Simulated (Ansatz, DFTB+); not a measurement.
**Redistribution: C5H12 + HOCN → C4H10O + C2H3N**

Species: C5H12 (isopentane) `CCC(C)C`, singlet; HOCN (cyanic acid) `N#CO`, singlet; C4H10O (2-methyl-1-propanol) `CC(C)CO`, singlet; C2H3N (acetonitrile) `CC#N`, singlet. The partners trade CH3 for OH; both sit on C, so the bond types are kept.

Shapes, held fixed at every level: PBE0-D4/def2-TZVP. Flexible molecules stand in one conformer, not always the lowest. Programs: Ansatz 0.2.0, DFTB+ 25.1. Electronic energies: no zero-point or thermal term.

```json
{"level": "DFTB2-D4", "kind": "semi-empirical", "ΔE (kJ/mol)": "-4.2", "less CCSD(T)/CBS estimate": "+39.3"}
{"level": "PBE-D4/def2-TZVPP", "kind": "GGA", "ΔE (kJ/mol)": "-32.4", "less CCSD(T)/CBS estimate": "+11.1"}
{"level": "r2SCAN-D4/def2-TZVPP", "kind": "meta-GGA", "ΔE (kJ/mol)": "-36.5", "less CCSD(T)/CBS estimate": "+7.0"}
{"level": "B3LYP-D4/def2-TZVPP", "kind": "global hybrid", "ΔE (kJ/mol)": "-39.6", "less CCSD(T)/CBS estimate": "+3.9"}
{"level": "wB97M-V/def2-TZVPP", "kind": "range-separated hybrid", "ΔE (kJ/mol)": "-41.5", "less CCSD(T)/CBS estimate": "+2.0"}
{"level": "wB97X-V/def2-TZVPP", "kind": "range-separated hybrid", "ΔE (kJ/mol)": "-41.0", "less CCSD(T)/CBS estimate": "+2.5"}
{"level": "B2PLYP/def2-TZVPP", "kind": "double hybrid", "ΔE (kJ/mol)": "-42.5", "less CCSD(T)/CBS estimate": "+1.0"}
{"level": "CCSD(T)/CBS estimate", "kind": "coupled cluster or CI", "ΔE (kJ/mol)": "-43.5", "less CCSD(T)/CBS estimate": "0.0"}
```

The highest level, CCSD(T)/CBS estimate, gives ΔE = -43.5 kJ/mol; the levels span -43.5 to -4.2. The column of differences is taken from that level and isn't an error. No measured value is set beside it here. The CBS estimate extrapolates MP2 from def2-TZVPP and def2-QZVPP and adds CCSD(T) − MP2 in the triple-zeta set, cores frozen.
